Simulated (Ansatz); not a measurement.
**A strain series on Li2Se (Fm-3m): isotropic on every length**

A 3-atom cell of Li2Se started from a crystallographic database, relaxed with r2SCAN in Ansatz 0.2.0, then strained (isotropic on every length; changes of length per length, axes as in the cell below) with the atoms relaxed again within the symmetry that is left. Space group Fm-3m (No. 225), cubic; conventional cell a = 5.987 Å, 17.88 Å³ an atom. Around Li lie 4 Se at 2.59 Å; around Se lie 8 Li at 2.59 Å. (Simulation; spin polarisation is off.)

```xyz
3
Lattice="0.0000 2.9935 2.9935 2.9935 0.0000 2.9935 2.9935 2.9935 0.0000" Properties=species:S:1:pos:R:3 pbc="T T T"
Li    1.4967    1.4967    1.4967
Li    4.4902    4.4902    4.4902
Se    0.0000    0.0000    0.0000
```

Gaps are the least over each mesh (PBE 8×8×8, r2SCAN 8×8×8, HSE06 6×6×6 when unstrained) and the special points, which keep their unstrained names; stress is the change from the unstrained cell, compression positive.

```csv
strain (%),"gap, PBE (eV)","gap, r2SCAN (eV)","gap, HSE06 (eV)","edges, HSE06","mean stress, r2SCAN (GPa)","energy rise, r2SCAN (meV/atom)"
0.0,2.974,3.478,3.816,Γ → X,0.00,0.0
+3.71,2.981,3.538,3.879,Γ → X,-3.10,22.3
+3.73,2.979,3.539,3.879,Γ → X,-3.12,22.5
```

Q: Estimate the row for a strain of -1.17 %.

A:
```csv
strain (%),"gap, PBE (eV)","gap, r2SCAN (eV)","gap, HSE06 (eV)","edges, HSE06","mean stress, r2SCAN (GPa)","energy rise, r2SCAN (meV/atom)"
-1.17,2.943,3.450,3.787,Γ → X,+1.33,2.4
```

Between zero and the nearest strains the slope of the HSE06 gap against strain is +0.025 eV per percent for negative and +0.017 for positive strain. With PBE the edges change from Γ → X (indirect) to Γ (direct) between 0.0 and +3.71 %.

Spin-orbit coupling is left out.

The meshes of the hybrids are coarse, so their gaps aren't converged to the digits shown.
